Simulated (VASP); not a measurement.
# La (P6_3/mmc) in VASP: further runs

The runs below take La through single point, with LDA.

All numbers are computed with VASP 6.6.1; they aren't measurements. Logs are shortened: lines on timing, memory, paths and dates and some standing lists are left out, and cuts for length are marked.

## Step 1: The structure

The structure is hexagonal, space group P6_3/mmc (No. 194). Conventional cell: a = 3.750 Å, b = 3.750 Å, c = 6.070 Å, α = 90.00°, β = 90.00°, γ = 120.00°. La (site symmetry -6m2) has 12 La at 3.73 to 3.75 Å as nearest neighbours.

This isn't the form of La at room conditions, which is double hcp.

## Step 2: Single point, LDA

Input file INCAR:

```
SYSTEM = La
PREC = Accurate ; ENCUT = 200
EDIFF = 1E-6 ; ISMEAR = -1
SIGMA = 0.1 ; LREAL = .FALSE.
LASPH = .TRUE. ; NELM = 100
ALGO = Normal ; ISIF = 2
LWAVE = .FALSE. ; LCHARG = .FALSE.
GGA = CA ; ADDGRID = .FALSE.
```

Input file KPOINTS:

```
Automatic mesh
0
G
  17 17 10
  0 0 0
```

Input file POSCAR:

```
La
1.0
    3.7500000000      0.0000000000      0.0000000000
   -1.8750000000      3.2475952642      0.0000000000
    0.0000000000      0.0000000000      6.0700000000
La
2
Direct
    0.6527560000      0.3219160000      0.7382770000
    0.3157440000      0.6620370000      0.2676620000
```

Potentials or basis: VASP PAW LDA potentials, release 64 (La).

Launch:

```
$ cat potpaw_LDA.64/La/POTCAR > POTCAR
$ mpirun -np 1 vasp_std > vasp.out
```

OUTCAR:

```text
SYSTEM = La
   PREC = Accurate
   ENCUT = 200
   EDIFF = 1E-6
   ISMEAR = -1
   LREAL = .FALSE.
   LASPH = .TRUE.
   NELM = 100
   ISIF = 2
   GGA = CA

 Found   1446 irreducible k-points:

 Following reciprocal coordinates:
            Coordinates               Weight
  0.000000  0.000000  0.000000      1.000000
  0.058824  0.000000  0.000000      2.000000
  0.000000  0.058824  0.000000      2.000000
 -0.058824  0.058824  0.000000      2.000000
  0.117647 -0.000000  0.000000      2.000000
  0.000000  0.117647  0.000000      2.000000
   k-points           NKPTS =   1446   k-points in BZ     NKDIM =   1446   number of bands    NBANDS=     15
   number of dos      NEDOS =    301   number of ions     NIONS =      2
   total plane-waves  NPLWV =   9072
   dimension x,y,z NGX =    18 NGY =   18 NGZ =   28
   dimension x,y,z NGXF=    36 NGYF=   36 NGZF=   56
   ions per type =               2
   NGX,Y,Z   is equivalent  to a cutoff of   7.98,  7.98,  7.67 a.u.
   NGXF,Y,Z  is equivalent  to a cutoff of  15.96, 15.96, 15.34 a.u.
 SYSTEM =  La
   PREC   = accura    normal or accurate (medium, high low for compatibility)
   ISTART =      0    job   : 0-new  1-cont  2-samecut
   ICHARG =      2    charge: 1-file 2-atom 10-const
   ISPIN  =      1    spin polarized calculation?
   LNONCOLLINEAR =      F non collinear calculations
   LSORBIT =      F    spin-orbit coupling
   LASPH  =      T    aspherical Exc in radial PAW
   ENCUT  =  200.0 eV  14.70 Ry    3.83 a.u.   4.32  4.32  7.00*2*pi/ulx,y,z
   NELM   =    100;   NELMIN=  2; NELMDL= -5     # of ELM steps
   EDIFF  = 0.1E-05   stopping-criterion for ELM
   LREAL  =      F    real-space projection
   EDIFFG = 0.1E-04   stopping-criterion for IOM
   NSW    =      0    number of steps for IOM
   IBRION =     -1    ionic relax: 0-MD 1-quasi-New 2-CG
   NFREE  =      0    steps in history (QN), initial steepest desc. (CG)
   ISIF   =      2    stress and relaxation
   ISYM   =      2    0-nonsym 1-usesym 2-fastsym
   POTIM  = 0.5000    time-step for ionic-motion
   TEBEG  =    0.0;   TEEND  =   0.0 temperature during run
   PSTRESS=    0.0 pullay stress
   NELECT =      22.0000    total number of electrons
   NUPDOWN=      -1.0000    fix difference up-down
   EMIN   =  10.00;   EMAX   =-10.00  energy-range for DOS
   EFERMI =   0.00;   METHOD = LEGACY
   ISMEAR =    -1;   SIGMA  =   0.10  broadening in eV -4-tet -1-fermi 0-gaus
   EFERMI_NEDOS =   21; number of points for ismear=-14 and -15
   IALGO  =     38    algorithm
   IMIX   =      4    mixing-type and parameters
     AMIX     =   0.40;   BMIX     =  1.00
     AMIX_MAG =   1.60;   BMIX_MAG =  1.00
  volume/ion in A,a.u.               =      36.96       249.43
  Fermi-wavevector in a.u.,A,eV,Ry     =   1.093004  2.065478 16.254307  1.194658
  Thomas-Fermi vector in A             =   2.229281
   LORBIT       =      0    0 simple, 1 ext, 2 COOP (PROOUT), +10 PAW based schemes
   GGA     = CA    functional components
   LHFCALC =     F    Hartree Fock is set to
   AEXX    =    0.0000 exact exchange contribution
   IVDW    =     0    specifies the selected vdW correction
   LEPSILON=     F    determine dielectric tensor
   LRPA    =     F    only Hartree local field effects (RPA)
 non-spin polarized calculation
  energy-cutoff  :      200.00
  volume of cell :       73.92
 maximum number of plane-waves:       494
 NGX is ok and might be reduce to    18
   NGX =  9   NGY =  9   NGZ = 13

 number of electron      21.9999992 magnetization

 Free energy of the ion-electron system (eV)
  ---------------------------------------------------
  ext. energy  EPLUGINS =         0.00000000
  ---------------------------------------------------
  free energy    TOTEN  =       -11.03644403 eV

  energy without entropy =      -10.91159454  energy(sigma->0) =      -10.97401929

 E-fermi :   7.6893     XC(G=0):  -9.7758

 val. band max:        7.6889985510   @ k =   0.0588   0.4706   0.3000
 cond. band min:       7.6899955504   @ k =   0.1176  -0.1176   0.4000
 fundamental gap:      0.0009969994
 Fermi energy:         7.6892842372

 k-point     1 :       0.0000    0.0000    0.0000
  band No.  band energies     occupation
      1     -25.0525      2.00000
      2     -24.8235      2.00000
      3      -9.4696      2.00000
      4      -8.2350      2.00000
      5      -8.2197      2.00000
      6      -8.0235      2.00000
      7      -8.0122      2.00000
      8      -7.9770      2.00000
      9       4.5202      2.00000
     10       5.9125      2.00000
     11       8.6853      0.00009
     12       8.9400      0.00001
     13       8.9521      0.00001
     14       9.0892      0.00000
     15       9.1845      0.00000

 k-point     2 :       0.0588    0.0000    0.0000
  band No.  band energies     occupation
      1     -25.0467      2.00000
      2     -24.8210      2.00000
      3      -9.4549      2.00000
      4      -8.2739      2.00000
      5      -8.2362      2.00000
      6      -8.0575      2.00000
      7      -8.0236      2.00000
      8      -7.9806      2.00000
      9       4.6147      2.00000
     10       5.9999      2.00000
     11       8.4596      0.00090
     12       8.9496      0.00001
     13       8.9767      0.00001
     14       9.0845      0.00000
     15       9.1377      0.00000

 k-point     3 :       0.0000    0.0588    0.0000
  band No.  band energies     occupation
      1     -25.0467      2.00000
      2     -24.8210      2.00000
      3      -9.4548      2.00000
      4      -8.2755      2.00000
      5      -8.2346      2.00000
      6      -8.0559      2.00000
      7      -8.0252      2.00000
      8      -7.9807      2.00000
      9       4.6147      2.00000
     10       6.0002      2.00000
     11       8.4582      0.00091
     12       8.9500      0.00001
     13       8.9792      0.00000
     14       9.0808      0.00000
     15       9.1355      0.00000

 k-point     4 :      -0.0588    0.0588    0.0000
  band No.  band energies     occupation
      1     -25.0468      2.00000
      2     -24.8209      2.00000
      3      -9.4552      2.00000
      4      -8.2629      2.00000
      5      -8.2472      2.00000
      6      -8.0635      2.00000
      7      -8.0172      2.00000
      8      -7.9805      2.00000
      9       4.6147      2.00000
     10       5.9983      2.00000
     11       8.4654      0.00085
     12       8.9459      0.00001
     13       8.9701      0.00001
     14       9.0836      0.00000
     15       9.1389      0.00000

 k-point     5 :       0.1176   -0.0000    0.0000
  band No.  band energies     occupation
      1     -25.0294      2.00000
      2     -24.8137      2.00000
      3      -9.4117      2.00000
      4      -8.3903      2.00000
      5      -8.2729      2.00000
      6      -8.1709      2.00000
      7      -8.0382      2.00000
      8      -7.9951      2.00000
      9       4.8836      2.00000
     10       6.2394      2.00000
     11       8.1243      0.02549
     12       8.7246      0.00006
     13       8.9226      0.00001
     14       9.0642      0.00000
     15       9.0809      0.00000

 k-point     6 :       0.0000    0.1176    0.0000
  band No.  band energies     occupation
      1     -25.0293      2.00000
      2     -24.8137      2.00000
      3      -9.4114      2.00000
      4      -8.3920      2.00000
      5      -8.2713      2.00000
      6      -8.1697      2.00000
      7      -8.0394      2.00000
      8      -7.9954      2.00000
      9       4.8837      2.00000
     10       6.2409      2.00000
     11       8.1217      0.02613
     12       8.7266      0.00006
     13       8.9267      0.00001
     14       9.0541      0.00000
     15       9.0824      0.00000

 [... further k-points ...]

------------------------ aborting loop because EDIFF is reached ----------------------------------------

  FORCE on cell =-STRESS in cart. coord.  units (eV):
  Direction    XX          YY          ZZ          XY          YZ          ZX
  --------------------------------------------------------------------------------------
  -------------------------------------------------------------------------------------
  Total       -1.5566447     -1.5382611     -1.4192275      0.0111327      0.0092232     -0.0111943
  in kB      -33.7379138    -33.3394769    -30.7596042      0.2412849      0.1998982     -0.2426185
  external PRESSURE =     -32.6123316 kB  Pullay stress =       0.0000000 kB

 VOLUME and BASIS-vectors are now :
 -----------------------------------------------------------------------------
  energy-cutoff  :      200.00
  volume of cell :       73.92
      direct lattice vectors                 reciprocal lattice vectors
     3.750000000  0.000000000  0.000000000     0.266666667  0.153960072  0.000000000
    -1.875000000  3.247595264  0.000000000     0.000000000  0.307920144  0.000000000
     0.000000000  0.000000000  6.070000000     0.000000000  0.000000000  0.164744646

 POSITION                                       TOTAL-FORCE (eV/Angst)
 -----------------------------------------------------------------------------------
      1.84424      1.04545      4.48134        -0.007063      0.005674      0.225617
     -0.05728      2.15003      1.62471         0.007063     -0.005674     -0.225617
 -----------------------------------------------------------------------------------
    total drift:                                0.000011     -0.000019      0.000059

  FREE ENERGIE OF THE ION-ELECTRON SYSTEM (eV)
  ---------------------------------------------------
  free  energy   TOTEN  =       -11.0364440335 eV

  energy  without entropy=      -10.9115945373  energy(sigma->0) =      -10.97401929
```

Run time: 3.5 min. Hardware: 1 thread of AMD EPYC 9R45 (Zen 5), shared host; peak memory 0.47 GiB.

The run converged, but a check on its numbers failed (symmetry, net force, bounds or a known fault of this set-up), so they aren't taken as properties of the crystal.

Caveat: the cutoff lies under the usual one of these potentials, so the numbers hold a large basis-set error.

## Step 3: Single point, LDA

Edit INCAR of step 2 so:

```diff
@@ -1,3 +1,3 @@
 SYSTEM = La
-PREC = Accurate ; ENCUT = 200
+PREC = Accurate ; ENCUT = 300
 EDIFF = 1E-6 ; ISMEAR = -1
```

Input file KPOINTS:

```
Automatic mesh
0
G
  15 15 8
  0 0 0
```

Input file POSCAR:

```
La
1.0
    3.7500000000      0.0000000000      0.0000000000
   -1.8750000000      3.2475952642      0.0000000000
    0.0000000000      0.0000000000      6.0700000000
La
2
Direct
    0.6666666667      0.3333333333      0.7500000000
    0.3333333333      0.6666666667      0.2500000000
```

Potentials or basis: VASP PAW LDA potentials, release 64 (La).

Launch:

```
$ cat potpaw_LDA.64/La/POTCAR > POTCAR
$ mpirun -np 1 vasp_std > vasp.out
```

Wall time 42 s (1 thread of AMD EPYC 9R45 (Zen 5), shared host); peak memory 0.16 GiB.

The run converged, but some of its settings lie outside the range that counts as converged, so its numbers aren't taken as properties of the crystal.

What came out:

```yaml
Free_energy: -11.0558 eV
Pressure: -3.1 GPa
Band_gap_on_the_k_mesh: none (metal or under the smearing width)
```

## Step 4: Single point, LDA

INCAR is that of step 3.

KPOINTS is that of step 3.

Input file POSCAR:

```
La
1.0
    3.7500000000      0.0000000000      0.0000000000
   -1.8750000000      3.2475952642      0.0000000000
    0.0000000000      0.0000000000      6.0700000000
La
2
Direct
    0.6527560000      0.3219160000      0.7382770000
    0.3157440000      0.6620370000      0.2676620000
```

Launch:

```
$ cat potpaw_LDA.64/La/POTCAR > POTCAR
$ mpirun -np 1 vasp_std > vasp.out
```

Run time: 4.2 min. Hardware: 1 thread of AMD EPYC 9R45 (Zen 5), shared host; peak memory 0.52 GiB.

The run converged, but some of its settings lie outside the range that counts as converged, so its numbers aren't taken as properties of the crystal.

What came out:

| Quantity | Value |
| --- | --- |
| Free energy | -11.0365 eV |
| Pressure | -2.9 GPa |
| Largest force | 0.229 eV/Å |
| Band gap on the k mesh | none (metal or under the smearing width) |

## Step 5: Single point, LDA

Edit INCAR of step 4 so:

```diff
@@ -1,3 +1,3 @@
 SYSTEM = La
-PREC = Accurate ; ENCUT = 300
+PREC = Accurate ; ENCUT = 400
 EDIFF = 1E-6 ; ISMEAR = -1
```

Input file KPOINTS:

```
Automatic mesh
0
G
  13 13 7
  0 0 0
```

Input file POSCAR:

```
La
1.0
    3.7500000000      0.0000000000      0.0000000000
   -1.8750000000      3.2475952642      0.0000000000
    0.0000000000      0.0000000000      6.0700000000
La
2
Direct
    0.6666666667      0.3333333333      0.7500000000
    0.3333333333      0.6666666667      0.2500000000
```

Launch:

```
$ cat potpaw_LDA.64/La/POTCAR > POTCAR
$ mpirun -np 1 vasp_std > vasp.out
```

It took 32 s on 1 thread of AMD EPYC 9R45 (Zen 5), shared host; peak memory 0.17 GiB.

These settings aren't checked as converged: the numbers below hold their error.

Results:

```yaml
Free_energy: -11.0604 eV
Pressure: -3.0 GPa
Band_gap_on_the_k_mesh: none (metal or under the smearing width)
```
